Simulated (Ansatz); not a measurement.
AgCl: stiffness from a series of strains

```xyz
2
Lattice="3.4340 0.0000 0.0000 0.0000 3.4340 0.0000 0.0000 0.0000 3.4340" Properties=species:S:1:pos:R:3 pbc="T T T"
Ag    0.0000    0.0000    0.0000
Cl    1.7170    1.7170    1.7170
```

Atoms are numbered in the order listed.

Structure from Materials Project entry mp-726265 (possibly hypothetical), not relaxed further.

The calculation used Ansatz 0.2.0, DFT, PBE, all-electron LAPW, scalar-relativistic.

Sampling and basis: a Γ-centred 9×9×9 k mesh, Fermi–Dirac smearing of 0.01 eV, basis error target 1 meV/atom, no spin polarisation.

The strain is applied along the Cartesian axes of the cell as listed (the other components stay zero). Fractional coordinates are held (clamped ions).

σ is the change of stress from the unstrained cell, which is at -0.12 GPa; tension is positive, so slopes are stress–strain coefficients at that pressure.

Only quantities that a quadratic follows smoothly over the whole series are listed; rougher ones are left out.

```csv
εzz,σzz (GPa),σxx (GPa)
-0.0300,-2.62,-1.02
-0.0100,-0.81,-0.32
0.0000,0.00,0.00
0.0100,0.76,0.29
0.0200,1.48,0.57
0.0300,2.15,0.82
```

(1) Fit the series and read off the stiffness at zero strain.

(2) One run, at εzz = -0.0200, is withheld. Predict its row.

Answers

(1) Least-squares fits y = p0 + p1 x + p2 x² to the rows give σzz (GPa): p1 = 79.4, p2 = -260; σxx (GPa): p1 = 30.7, p2 = -110. So C11 = 79 GPa and C12 = 31 GPa, which gives B = (C11 + 2 C12)/3 = 47 GPa.

(2) The fits give -1.69, -0.66; the run gave -1.68, -0.66.
